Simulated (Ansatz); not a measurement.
An Ansatz (a first-principles code) input (PBE (Ansatz; PAW; 420 eV plane waves; scalar-relativistic without spin-orbit coupling)):

Ansatz 0.2 input:
```yaml
crystal:
  lattice:
    - [0, 2.9286374593, 3.0346541353]
    - [2.9286374593, 0, 3.0346541353]
    - [2.9286374593, 2.9286374593, 0]
  atoms:
    - { symbol: Sr, position: [0, 0, 0] }
    - { symbol: F, position: [0.25, 0.25, 0.25] }
    - { symbol: F, position: [0.75, 0.75, 0.75] }
basis: { ecutwfc: 420, ecutrho_ratio: 4, xc_grid: 2, fft_grid_basis: typed }
kpoints: { mp_grid: { grid: [10, 10, 10] } }
hamiltonian:
  xc: pbe
  dispersion: none
  pseudopotentials: { kind: paw }
scf: { occupations: { method: fermi_dirac, width: 0.05 }, convergence: { dr2_threshold: 0.0000000003 } }
relax: { f_tol: 0.005, max_steps: 50 }
output: { forces: true, stress: true }
checkpoint: { write: state.ck, write_every: 1000 }
```

Q: Which symmetry and how many k-points will the program report, and about how many plane waves at Γ?

A: Space group I4/mmm (ITA 139) with 16 operations, k-points 102 of 1000, and 1007 plane waves at Γ.

Q: And the final pressure?

A: -2.13 GPa (compression positive).

The cells carry an imposed strain or load. No phonon test of stability was made. The cell was made from SrF2 in the fluorite structure (space group Fm-3m, No. 225) by this change: uniaxial strain ε_zz = +3.62 %.
